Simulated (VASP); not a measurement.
# BN (F-43m) in VASP: notebook, part 3 of 3

VASP 6.6.1. Earlier steps stand in the parts before.

**4. G0W0 quasiparticle levels, PBE**

File POSCAR:

```
BN
1.0
    0.0000000000      1.8130010000      1.8130010000
    1.8130010000      0.0000000000      1.8130010000
    1.8130010000      1.8130010000      0.0000000000
N B
1 1
Direct
    0.2500000000      0.2500000000      0.2500000000
    0.0000000000      0.0000000000      0.0000000000
```

File INCAR.step1:

```
SYSTEM = BN
ALGO = Normal ; EDIFF = 1E-8
ENCUT = 450 ; GGA = PE
ISMEAR = 0 ; LASPH = .TRUE.
LCHARG = .FALSE. ; LREAL = .FALSE.
LWAVE = .TRUE. ; NELM = 100
PREC = Accurate ; SIGMA = 0.01
```

File INCAR.step2:

```
SYSTEM = BN
ALGO = Exact ; EDIFF = 1E-8
ENCUT = 450 ; GGA = PE
ISMEAR = 0 ; ISTART = 1
LASPH = .TRUE. ; LCHARG = .FALSE.
LOPTICS = .TRUE. ; LREAL = .FALSE.
LWAVE = .TRUE. ; NBANDS = 51
NELM = 1 ; PREC = Accurate
SIGMA = 0.01
```

File INCAR.step3:

```
SYSTEM = BN
ALGO = EVGW0 ; EDIFF = 1E-8
ENCUT = 450 ; ENCUTGW = 260
GGA = PE ; ISMEAR = 0
ISTART = 1 ; LASPH = .TRUE.
LCHARG = .FALSE. ; LREAL = .FALSE.
LWAVE = .FALSE. ; NBANDS = 51
NBANDSGW = 12 ; NELMGW = 1
NOMEGA = 48 ; PREC = Accurate
PRECFOCK = Fast ; SIGMA = 0.01
```

File KPOINTS:

```
k-points
0
G
  3 3 3
  0 0 0
```

Potentials or basis: VASP PAW PBE potentials, release 64 (N_GW, B_GW).

Started as:

```console
cat potpaw_PBE.64/N_GW/POTCAR potpaw_PBE.64/B_GW/POTCAR > POTCAR
cp INCAR.step1 INCAR
mpirun -np 1 vasp_std > vasp.out
cp INCAR.step2 INCAR
mpirun -np 1 vasp_std > vasp.out
cp INCAR.step3 INCAR
mpirun -np 1 vasp_std > vasp.out
```

OUTCAR:

```text
SYSTEM = BN
   EDIFF = 1E-8
   ENCUT = 450
   ENCUTGW = 260
   GGA = PE
   ISMEAR = 0
   ISTART = 1
   LASPH = .TRUE.
   LREAL = .FALSE.
   NELMGW = 1
   PREC = Accurate
   PRECFOCK = Fast

 Found      4 irreducible k-points:

 Following reciprocal coordinates:
            Coordinates               Weight
  0.000000  0.000000  0.000000      1.000000
  0.333333  0.000000  0.000000      8.000000
  0.333333  0.333333  0.000000      6.000000
 -0.333333  0.333333  0.000000     12.000000
   k-points           NKPTS =      4   k-points in BZ     NKDIM =     27   number of bands    NBANDS=     51
   number of dos      NEDOS =    301   number of ions     NIONS =      2
   total plane-waves  NPLWV =   5832
   dimension x,y,z NGX =    18 NGY =   18 NGZ =   18
   dimension x,y,z NGXF=    36 NGYF=   36 NGZF=   36
   ions per type =               1   1
   NGX,Y,Z   is equivalent  to a cutoff of  11.67, 11.67, 11.67 a.u.
   NGXF,Y,Z  is equivalent  to a cutoff of  23.34, 23.34, 23.34 a.u.
 SYSTEM =  BN
   PREC   = accura    normal or accurate (medium, high low for compatibility)
   ISTART =      1    job   : 0-new  1-cont  2-samecut
   ICHARG =      0    charge: 1-file 2-atom 10-const
   ISPIN  =      1    spin polarized calculation?
   LNONCOLLINEAR =      F non collinear calculations
   LSORBIT =      F    spin-orbit coupling
   LASPH  =      T    aspherical Exc in radial PAW
   ENCUT  =  450.0 eV  33.07 Ry    5.75 a.u.   4.43  4.43  4.43*2*pi/ulx,y,z
   NELM   =     60;   NELMIN=  2; NELMDL=  0     # of ELM steps
   EDIFF  = 0.1E-07   stopping-criterion for ELM
   LREAL  =      F    real-space projection
   EDIFFG = 0.1E-06   stopping-criterion for IOM
   NSW    =      0    number of steps for IOM
   IBRION =     -1    ionic relax: 0-MD 1-quasi-New 2-CG
   NFREE  =      0    steps in history (QN), initial steepest desc. (CG)
   ISIF   =      0    stress and relaxation
   ISYM   =      3    0-nonsym 1-usesym 2-fastsym
   POTIM  = 0.5000    time-step for ionic-motion
   TEBEG  =    0.0;   TEEND  =   0.0 temperature during run
   PSTRESS=    0.0 pullay stress
   NELECT =       8.0000    total number of electrons
   NUPDOWN=      -1.0000    fix difference up-down
   EMIN   =  10.00;   EMAX   =-10.00  energy-range for DOS
   EFERMI =   0.00;   METHOD = LEGACY
   ISMEAR =     0;   SIGMA  =   0.01  broadening in eV -4-tet -1-fermi 0-gaus
   EFERMI_NEDOS =   21; number of points for ismear=-14 and -15
   IALGO  =     38    algorithm
   IMIX   =      4    mixing-type and parameters
     AMIX     =   0.40;   BMIX     =  1.00
     AMIX_MAG =   1.60;   BMIX_MAG =  1.00
  volume/ion in A,a.u.               =       5.96        40.22
  Fermi-wavevector in a.u.,A,eV,Ry     =   1.433387  2.708709 27.954506  2.054598
  Thomas-Fermi vector in A             =   2.552911
   LORBIT       =      0    0 simple, 1 ext, 2 COOP (PROOUT), +10 PAW based schemes
   GGA     = PE    functional components
   LHFCALC =     T    Hartree Fock is set to
   PRECFOCK=fast      Normal, Fast or Accurate (Low or Medium for compatibility)
   ENCUT4O =  -1.0   cutoff for four orbital integrals eV
   NKREDX  =     1    reduce k-point grid by
   NKREDY  =     1    reduce k-point grid by
   NKREDZ  =     1    reduce k-point grid by
   AEXX    =    1.0000 exact exchange contribution
   HFSCREEN=    0.0000 screening length (either q_TF or 0.3 A-1)
   HFSCREENC=   0.0000 screening length for correlation (either q_TF or 0.3 A-1)
   ENCUTFOCK=  -1.0 apply spherical cutoff to Coloumb kernel
   IVDW    =     0    specifies the selected vdW correction
   LEPSILON=     F    determine dielectric tensor
   LRPA    =     F    only Hartree local field effects (RPA)
   LRPAFORCE           =     F    calculate RPA forces
   ENCUTGW             = 260.0    cutoff for response function in eV
   ENCUTGWSOFT         = 208.0    soft cutoff for Coulomb kernel in GW response function in eV
   ENCUTLF             =  -1.0    cutoff for local field effects
   NELMGW              =     1    number of iterations in solving QP/BSE equation
   NELMHF              =     1    number of iterations in the inner HF iteration
   NKREDLFX            =     1    NKREDLFY  =   1   NKREDLFZ  =   1
 non-spin polarized calculation
 Gauss-broadening in eV      SIGMA  =   0.01
  energy-cutoff  :      450.00
  volume of cell :       11.92
 maximum number of plane-waves:       259
 NGX is ok and might be reduce to    18
  NGX = 12; NGY = 12; NGZ = 12
   NGX =  9   NGY =  9   NGZ =  9
 maximum number of plane-waves:       117

 QP shifts <psi_nk| G(iteration)W_0 |psi_nk>: iteration 1
 for sc-GW calculations column KS-energies equals QP-energies in previous step
 and V_xc(KS)=  KS-energies - (<T + V_ion + V_H > + <T+V_H+V_ion>^1  + <V_x>^1)

 k-point   1 :       0.0000    0.0000    0.0000
  band No.  KS-energies  QP-energies   sigma(KS)   V_xc(KS)     V^pw_x(r,r')   Z            occupation Imag(sigma)

      1     -12.7045     -14.7926     -18.1118     -15.4437     -26.3915       0.7826       2.0000       1.4901
      2       7.4800       6.6335     -19.2902     -18.2590     -22.3910       0.8209       2.0000       0.1026
      3       7.4800       6.6335     -19.2902     -18.2590     -22.3910       0.8209       2.0000       0.1026
      4       7.4800       6.6335     -19.2902     -18.2590     -22.3910       0.8209       2.0000       0.1026
      5      16.1541      17.4208     -12.2041     -13.7408      -6.6858       0.8243       0.0000      -0.1329
      6      16.1541      17.4208     -12.2041     -13.7408      -6.6858       0.8243       0.0000      -0.1329
      7      16.1541      17.4208     -12.2041     -13.7408      -6.6858       0.8243       0.0000      -0.1329
      8      17.6446      18.6876     -14.0927     -15.3925      -8.0853       0.8024       0.0000      -0.1635
      9      31.9542      32.3901     -10.8024     -11.3463      -3.2201       0.8014       0.0000      -0.6661
     10      35.0433      36.1660     -11.9103     -13.2558      -5.3479       0.8344       0.0000      -0.5466
     11      35.0433      36.1660     -11.9103     -13.2558      -5.3479       0.8344       0.0000      -0.5466
     12      35.6373      36.2567     -10.2358     -10.9827      -2.9663       0.8293       0.0000      -0.8612

 k-point   2 :       0.3333    0.0000    0.0000
  band No.  KS-energies  QP-energies   sigma(KS)   V_xc(KS)     V^pw_x(r,r')   Z            occupation Imag(sigma)

      1     -10.1846     -12.0847     -18.4705     -16.0149     -26.2370       0.7738       2.0000       1.1605
      2      -0.3875      -1.8493     -17.3760     -15.5250     -21.8274       0.7897       2.0000       0.2067
      3       5.9144       4.9443     -18.6959     -17.5013     -21.9873       0.8121       2.0000       0.1113
      4       5.9144       4.9443     -18.6959     -17.5013     -21.9873       0.8121       2.0000       0.1113
      5      17.2083      18.2293     -13.2579     -14.5090      -7.5426       0.8160       0.0000      -0.1473
      6      17.9907      19.3148     -12.4798     -14.0980      -6.7171       0.8182       0.0000      -0.1512
      7      17.9907      19.3148     -12.4798     -14.0980      -6.7171       0.8182       0.0000      -0.1512
      8      21.8856      23.2900     -13.9424     -15.7170      -7.3366       0.7914       0.0000      -0.2378
      9      30.4998      31.1198     -10.6955     -11.4642      -3.4614       0.8066       0.0000      -0.5385
     10      31.6850      32.6438     -11.3690     -12.5356      -4.6660       0.8219       0.0000      -0.5114
     11      31.6850      32.6438     -11.3690     -12.5356      -4.6660       0.8219       0.0000      -0.5114
     12      34.8352      35.9103     -11.6120     -12.9790      -3.5467       0.7864       0.0000      -0.9032

 k-point   3 :       0.3333    0.3333    0.0000
  band No.  KS-energies  QP-energies   sigma(KS)   V_xc(KS)     V^pw_x(r,r')   Z            occupation Imag(sigma)

      1      -9.3669     -11.2169     -18.5830     -16.1938     -26.1623       0.7743       2.0000       1.0708
      2       1.4101       0.0047     -18.3016     -16.5363     -22.5282       0.7961       2.0000       0.1706
      3       3.4490       2.2748     -17.9389     -16.4851     -21.6274       0.8077       2.0000       0.1339
      4       3.4490       2.2748     -17.9389     -16.4851     -21.6274       0.8077       2.0000       0.1339
      5      13.0634      13.8199     -11.8394     -12.7460      -6.7471       0.8346       0.0000      -0.1199
      6      17.6331      18.4953     -11.8840     -12.9241      -6.3551       0.8290       0.0000      -0.1420
      7      22.8744      24.5329     -13.7185     -15.8195      -6.8812       0.7893       0.0000      -0.2571
      8      22.8744      24.5329     -13.7185     -15.8195      -6.8812       0.7893       0.0000      -0.2571
      9      26.5646      27.8693     -13.8090     -15.4596      -6.7446       0.7905       0.0000      -0.3607
     10      34.6302      35.7852     -11.6811     -13.1424      -3.4910       0.7903       0.0000      -0.9120
     11      40.0725      41.3224     -11.8064     -13.3029      -4.8202       0.8352       0.0000      -0.9818
     12      42.6797      43.6496     -10.9242     -12.1199      -3.0257       0.8111       0.0000      -1.2010

 k-point   4 :      -0.3333    0.3333    0.0000
  band No.  KS-energies  QP-energies   sigma(KS)   V_xc(KS)     V^pw_x(r,r')   Z            occupation Imag(sigma)

      1      -7.3843      -9.1036     -19.4524     -17.2314     -26.7577       0.7741       2.0000       0.8884
      2      -0.9236      -2.4145     -16.8855     -14.9926     -21.3312       0.7876       2.0000       0.2179
      3       0.1065      -1.3687     -17.2499     -15.3973     -21.5376       0.7963       2.0000       0.1876
      4       3.9902       2.8605     -18.1127     -16.7145     -21.7092       0.8080       2.0000       0.1284
      5      15.2084      16.0458     -12.0765     -13.0861      -6.8133       0.8296       0.0000      -0.1284
      6      21.7399      23.1442     -14.2246     -15.9843      -7.8310       0.7981       0.0000      -0.2186
      7      21.9107      23.5008     -13.3439     -15.3419      -6.6763       0.7958       0.0000      -0.2340
      8      23.3440      24.8561     -13.5943     -15.5300      -6.4707       0.7812       0.0000      -0.2931
      9      25.4984      26.5499     -12.0646     -13.3611      -5.6086       0.8111       0.0000      -0.2659
     10      32.3255      33.2724     -11.2152     -12.3564      -4.7162       0.8298       0.0000      -0.4908
     11      34.0402      35.4621     -12.4033     -14.2195      -4.1780       0.7829       0.0000      -0.8302
     12      42.0541      42.8478     -10.5976     -11.5505      -2.9540       0.8331       0.0000      -1.2305
```

Run time: 6.7 s. Hardware: 1 thread of Intel Xeon Platinum 8488C (Sapphire Rapids), shared host; peak memory 0.13 GiB.

The run converged, but some of its settings lie outside the range that counts as converged, so its numbers aren't taken as properties of the crystal.

Results:

* Band gap on the k mesh, mean-field level: 5.58 eV, indirect (least direct gap 8.67 eV)
* Quasiparticle gap: 7.19 eV
* Least direct quasiparticle gap: 10.79 eV

Caveat: the k mesh is coarse (spacing up to 1.00 Å⁻¹), so the values aren't converged; the cutoff is under 1.25 times the usual one of these potentials, so pressure, stress and relaxed cells hold a basis-set (Pulay) error; bands, screening cutoff and mesh are small and nothing is extrapolated, so the quasiparticle values aren't converged; an odd mesh through Γ misses points on the zone boundary, where band edges often lie.

**5. The reference run**

An earlier run on the cell as given: functional PBEsol; potentials or basis VASP PAW PBE potentials, release 64 (N, B); cutoff 520 eV; k mesh 13 × 13 × 13; occupations fermi-dirac, width 0.05 eV; no spin polarisation.

* Pressure: -5.7 GPa
* Band gap on the k mesh: 4.34 eV, indirect (least direct gap 8.72 eV)
